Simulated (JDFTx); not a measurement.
CoO:

```
Co O
1.0
     0.00000    2.13150    2.13150
     2.13150    0.00000    2.13150
     2.13150    2.13150    0.00000
Co O
1 1
Cartesian
  0.0000 0.0000 0.0000
  2.1315 2.1315 2.1315
```

Program: JDFTx 1.7.0 (patched build). Alike in all runs: task single point; spin collinear, ferromagnetic start; cell as given; k mesh 11 × 11 × 11; cutoff (eV) 1306; smearing fermi-dirac 0.05 eV.

**Question.** Order these runs on this cell by their pressure, lowest first.
A. level LDA; potentials or basis PseudoDojo-SR-LDA-0.4.1-standard with smoothed tails; local potential set to -Z/r beyond 6 bohr; pseudo rcut 6
B. level PBEsol; potentials or basis PseudoDojo-SR-PBEsol-0.4.1-standard with smoothed tails; local potential set to -Z/r beyond 6 bohr; pseudo rcut 6
C. level PBE; potentials or basis PseudoDojo-SR-PBE-0.5-standard

**Answer.** A (-19.8 GPa), B (-11.1 GPa), C (-2.0 GPa).

Caveats: a cell with one magnetic atom can't hold antiferromagnetic order, which such compounds often take; so large a pressure means that the cell lies far from this level's equilibrium, or that cutoff or potentials fall short (some runs).

Not every run made on this cell is shown here.
